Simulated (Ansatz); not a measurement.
# Zn in Ansatz: the effect of functional

The system is Zn.

```
CELL_PARAMETERS angstrom
2.61549 0.00000 0.00000
-1.30775 2.26509 0.00000
0.00000 0.00000 4.86462
ATOMIC_POSITIONS crystal
Zn 0.66667 0.33333 0.75000
Zn 0.33333 0.66667 0.25000
```

The cell isn't the ideal one: volume scaled by 0.94.

Alike in all runs:

| Quantity | Value |
| --- | --- |
| Program | Ansatz 0.2.0 |
| Task | single point |
| Potentials or basis | Ansatz PAW |
| k mesh | 11 × 11 × 6 |
| Occupations | fermi-dirac, width 0.05 eV |
| Spin | no spin polarisation |

```csv
functional,cutoff,pressure (GPa)
LDA,420 eV (not typed: the program's choice for these potentials),-5.1
r2SCAN,500 eV (not typed: the program's choice for these potentials),?
PBE,420 eV (not typed: the program's choice for these potentials),4.5
```

What does the run with functional r2SCAN give?

Pressure 0.1 GPa.

Caveats: the PAW data sets come from PBE, with cores solved anew for the run's functional, which leaves a small shift of forces and pressure (some runs).
